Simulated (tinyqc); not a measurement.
Inside a calculation. Method: Pariser-Parr-Pople SCF with singles CI, for the molecule Oc1ccccc1 (SMILES; centres numbered as the heavy atoms are written). One step of it, computed by the program tinyqc.

Question. Singles CI, singlets. Over the 4 single excitations with the smallest orbital gaps: A = (e_a - e_i) delta + 2 (ia|jb) - (ij|ab), with (pq|rs) = sum c_mp c_mq gamma_mn c_nr c_ns. f = 2/3 w |mu|^2 in atomic units, mu = sqrt2 sum c_ia sum_m c_mi c_ma R_m.

orbital energies (eV): -13.689431  -11.745622  -10.056774  -9.018670  -0.246729  -0.055355  2.874943

coefficients:
```
         MO1        MO2        MO3        MO4        MO5        MO6        MO7
1O  0.454536   0.637130   0.000000   0.572502   0.000000  -0.213137  -0.119485
2C  0.539903   0.232558   0.000000  -0.386389   0.000000   0.572980   0.420498
3C  0.371058  -0.105209   0.501761  -0.354844  -0.498233  -0.250159  -0.403426
4C  0.285183  -0.376454   0.498233   0.164935   0.501761  -0.298725   0.400640
5C  0.252733  -0.484158   0.000000   0.465520   0.000000   0.568009  -0.402957
6C  0.285183  -0.376454  -0.498233   0.164935  -0.501761  -0.298725   0.400640
7C  0.371058  -0.105209  -0.501761  -0.354844   0.498233  -0.250159  -0.403426
```

repulsion gamma_rs (eV), lower triangle:
```
           1O         2C         3C         4C         5C         6C         7C
1O  21.090000
2C   6.396163  12.740000
3C   4.395566   5.691800  12.740000
4C   3.161142   4.050620   5.690951  12.740000
5C   2.850684   3.663780   4.050620   5.691800  12.740000
6C   3.161142   4.050620   3.664483   4.051365   5.691800  12.740000
7C   4.395566   5.691800   4.051365   3.664483   4.050620   5.690951  12.740000
```

Centres (angstrom, eV; a flat drawing with bonds scaled to 1.40 angstrom):
```
centre          x          y  core charge z          W   gamma_rr
1O       2.400000   0.000000              2  30.810000  21.090000
2C       1.000000   0.000000              1  11.710000  12.740000
3C       0.300000   1.212000              1  11.710000  12.740000
4C      -1.100000   1.212000              1  11.710000  12.740000
5C      -1.800000   0.000000              1  11.710000  12.740000
6C      -1.100000  -1.212000              1  11.710000  12.740000
7C       0.300000  -1.212000              1  11.710000  12.740000
```

Give: singlet CI matrix; singlet excitation energies; oscillator strengths.

Answer.

singlet CI matrix (eV), lower triangle:
```
         4>5     4>6     3>5     3>6
4>5   5.3140
4>6   0.0000  5.9939
3>5   0.0000  0.3715  6.9912
3>6  -1.0468  0.0000  0.0000  6.2949
```

singlet excitation energies (eV): 4.6485  5.8707  6.9605  7.1144

oscillator strengths: 0.0247  0.3293  0.9838  1.0655
